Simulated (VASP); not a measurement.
BaZrO₃ in VASP 6.6.1, single-point calculation

INCAR

```
ISIF = 2
NSW = 0
SIGMA = 0.02
GGA = PE
NELECT = 40.1
EDIFF = 1E-7
LWAVE = .FALSE.
LDAUU = 0 3.0 0
LDAU = .TRUE.
LDAUTYPE = 2
LDAUJ = 0 0 0
LREAL = .FALSE.
LDAUL = -1 2 -1
LASPH = .TRUE.
NBANDS = 28
ISMEAR = -1
NELM = 81
PREC = Accurate
ENCUT = 520
LCHARG = .FALSE.
IBRION = -1
LMAXMIX = 4
```

KPOINTS

```
KPOINTS created by Atomic Simulation Environment
0
Gamma
6 6 6
0 0 0
```

POSCAR

```
Ba Zr O
 1.0000000000000000
     4.2053549142000000    0.0000000000000000    0.0000000000000000
     0.0000000000000000    4.2053549142000000    0.0000000000000000
     0.0000000000000000    0.0000000000000000    4.2894620124999996
 Ba  Zr  O
   1   1   3
Cartesian
  0.0000000000000000  0.0000000000000000  0.0000000000000000
  2.1026774571000000  2.1026774571000000  2.1447310062499993
  2.1026774571000000  2.1026774571000000  0.0000000000000000
  2.1026774571000000  0.0000000000000000  2.1447310062499993
  0.0000000000000000  2.1026774571000000  2.1447310062499993
```

The recommended PBE PAW datasets give the neutral cell 40 valence electrons.

Command

```
mpirun -np 1 vasp_std
```

OSZICAR

```
N       E                     dE             d eps       ncg     rms          rms(c)
DAV:   1     0.312794008162E+03    0.31279E+03   -0.21859E+04  2240   0.140E+03
DAV:   2    -0.263388048850E+02   -0.33913E+03   -0.32806E+03  2772   0.352E+02
DAV:   3    -0.467508890966E+02   -0.20412E+02   -0.20322E+02  3500   0.813E+01
DAV:   4    -0.473242685038E+02   -0.57338E+00   -0.57231E+00  3160   0.109E+01
DAV:   5    -0.473341774828E+02   -0.99090E-02   -0.99077E-02  3172   0.116E+00    0.269E+01
DAV:   6    -0.393590420729E+02    0.79751E+01   -0.40156E+01  2640   0.387E+01    0.116E+01
DAV:   7    -0.392829479457E+02    0.76094E-01   -0.28164E+00  3284   0.899E+00    0.656E+00
DAV:   8    -0.392639301746E+02    0.19018E-01   -0.33980E-01  2740   0.419E+00    0.823E-01
DAV:   9    -0.392639604752E+02   -0.30301E-04   -0.62614E-02  2928   0.131E+00    0.519E-01
DAV:  10    -0.392657736639E+02   -0.18132E-02   -0.17277E-02  2992   0.100E+00    0.247E-01
DAV:  11    -0.392654731873E+02    0.30048E-03   -0.17690E-03  2760   0.314E-01    0.404E-02
DAV:  12    -0.392655218322E+02   -0.48645E-04   -0.15514E-04  2628   0.844E-02    0.222E-02
DAV:  13    -0.392655230242E+02   -0.11920E-05   -0.13486E-05  3368   0.220E-02    0.470E-03
DAV:  14    -0.392655234637E+02   -0.43954E-06   -0.29582E-06  2584   0.120E-02    0.377E-03
DAV:  15    -0.392655232923E+02    0.17136E-06   -0.28179E-07  2480   0.331E-03    0.566E-04
DAV:  16    -0.392655232893E+02    0.30709E-08   -0.33456E-08  1456   0.128E-03
   1 F= -.39265523E+02 E0= -.39265236E+02  d E =-.575566E-03
```

From OUTCAR

```
k-points           NKPTS =     40   k-points in BZ     NKDIM =     40   number of bands    NBANDS=     28

   NELECT =      40.1000    total number of electrons

   dimension x,y,z NGX =    32 NGY =   32 NGZ =   32
   dimension x,y,z NGXF=    64 NGYF=   64 NGZF=   64

  energy-cutoff  :      520.00
  volume of cell :       75.86
      direct lattice vectors                 reciprocal lattice vectors
     4.205354914  0.000000000  0.000000000     0.237792058  0.000000000  0.000000000
     0.000000000  4.205354914  0.000000000     0.000000000  0.237792058  0.000000000
     0.000000000  0.000000000  4.289462012     0.000000000  0.000000000  0.233129469

 k-points in reciprocal lattice and weights: KPOINTS created by Atomic Simulation Env
   0.00000000  0.00000000  0.00000000       0.005
   0.16666667  0.00000000  0.00000000       0.019
   0.33333333  0.00000000  0.00000000       0.019
   0.50000000  0.00000000  0.00000000       0.009
   0.16666667  0.16666667  0.00000000       0.019
   0.33333333  0.16666667  0.00000000       0.037
   0.50000000  0.16666667  0.00000000       0.019
   0.33333333  0.33333333  0.00000000       0.019
   ...

 E-fermi :   7.6291

 k-point     1 :       0.0000    0.0000    0.0000
  band No.  band energies     occupation
      1     -43.9304      2.00000
      2     -22.0344      2.00000
      3     -22.0344      2.00000
      4     -22.0129      2.00000
      5     -21.8055      2.00000
      6     -12.6803      2.00000
      7     -12.3614      2.00000
      8     -12.2562      2.00000
      9      -6.9630      2.00000
     10      -6.9226      2.00000
     11      -6.9226      2.00000
     12       2.0666      2.00000
     13       2.1604      2.00000
     14       2.1604      2.00000
     15       2.6789      2.00000
     16       2.7480      2.00000
     17       2.7480      2.00000
     18       3.3740      2.00000
     19       3.4075      2.00000
     20       3.4075      2.00000
     21       7.2478      2.00000
     22       7.2478      2.00000
     23       7.3439      2.00000
     24       8.1285      0.00000
     25       8.2834      0.00000
     26       9.2134      0.00000
     27      11.1792      0.00000
     28      11.3897      0.00000

 k-point     2 :       0.1667    0.0000    0.0000
  band No.  band energies     occupation
      1     -43.9296      2.00000
      2     -22.1205      2.00000
      3     -22.0329      2.00000
      4     -22.0113      2.00000
      5     -21.7613      2.00000
      6     -12.6570      2.00000
      7     -12.2804      2.00000
      8     -12.1916      2.00000
      9      -6.9460      2.00000
     10      -6.9048      2.00000
     11      -6.8809      2.00000
     12       1.7320      2.00000
     13       1.9912      2.00000
     14       2.0935      2.00000
     15       2.4555      2.00000
     16       2.5113      2.00000
     17       2.5435      2.00000
     18       2.8102      2.00000
     19       3.2880      2.00000
     20       3.3215      2.00000
     21       7.3625      2.00000
     22       7.8320      0.00008
     23       7.9185      0.00000
     24       8.5701      0.00000
     25       8.7197      0.00000
     26       9.7813      0.00000
     27      11.2276      0.00000
     28      11.7397      0.00000

 ...

  Total        3.1490757      3.1490757      1.0377281      0.0000000      0.0000000      0.0000000
  in kB       66.5097857     66.5097857     21.9172483      0.0000000      0.0000000      0.0000000
  external PRESSURE =      51.6456066 kB  Pullay stress =       0.0000000 kB

 POSITION                                       TOTAL-FORCE (eV/Angst)
 -----------------------------------------------------------------------------------
      0.00000      0.00000      0.00000         0.000000      0.000000      0.000000
      2.10268      2.10268      2.14473         0.000000      0.000000      0.000000
      2.10268      2.10268      0.00000         0.000000      0.000000      0.000000
      2.10268      0.00000      2.14473         0.000000      0.000000      0.000000
      0.00000      2.10268      2.14473         0.000000      0.000000      0.000000
 -----------------------------------------------------------------------------------
    total drift:                                0.000000     -0.000000     -0.000000

  FREE ENERGIE OF THE ION-ELECTRON SYSTEM (eV)
  ---------------------------------------------------
  free  energy   TOTEN  =       -39.2655232893 eV

  energy  without entropy=      -39.2649477237  energy(sigma->0) =      -39.26523551
```

It converged. Results: pressure 5.2 GPa.

The cell is charged and sits in a uniform background.

For comparison, a separate PBE run of the intended cell, on usual settings and not on those above, gives a gap of 3.08 eV on its mesh and a pressure of 0.4 GPa.

The run above took about 58 s on one core of a shared host (Intel Xeon Platinum 8488C) and held 0.23 GiB at most.
